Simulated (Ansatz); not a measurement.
# Nb: the cost of one run

Program: Ansatz 0.2.0. Level of theory: DFT r2SCAN, scalar-relativistic, plane waves, PAW. These are calculated values, not measurements.

**1. The system as given**

It takes space group P3_121 (No. 152, trigonal). Conventional cell: a = 3.845 Å, b = 3.845 Å, c = 4.363 Å, α = 90.00°, β = 90.00°, γ = 120.00°. Around Nb (site symmetry 2) lie 2 Nb at 2.09 Å.

Coordinates:

```
CELL_PARAMETERS angstrom
3.84548 0.00000 0.00000
-1.92274 3.33028 0.00000
0.00000 0.00000 4.36282
ATOMIC_POSITIONS crystal
Nb 0.22540 0.00000 0.33333
Nb 0.00000 0.22540 0.66667
Nb 0.77460 0.77460 0.00000
```

(A quick probe on a coarse mesh, which set the mesh and smearing, is not shown.)

**3. A loose first relaxation**

input.yaml

```yaml
crystal:
  lattice:
    - [3.8454752001, 0.0, 0.0]
    - [-1.9227376001, 3.3302792129, 0.0]
    - [0.0, 0.0, 4.3628203413]
  atoms:
    - { symbol: Nb, position: [0.2254, 0.0, 0.3333333333] }
    - { symbol: Nb, position: [0.0, 0.2254, 0.6666666667] }
    - { symbol: Nb, position: [0.7746, 0.7746, 0.0] }
basis:
  ecutwfc: 500
kpoints:
  mp_grid: { grid: [6, 6, 4] }
hamiltonian:
  xc: r2scan
scf:
  occupations: { method: gaussian, width: 0.1 }
  lower_state_search: "off"
output:
  forces: true
  stress: true
  eigenvalues: true
relax:
  adjacent_minimum: "off"
  f_tol: 0.04
  max_steps: 70
  cell: { stress_tol: 0.4 }
```

**Question.** How long does this run take on 1 thread of an x86-64 CPU, shared host, and how much memory does it need?

About 59 s, with a peak of 0.54 GiB.
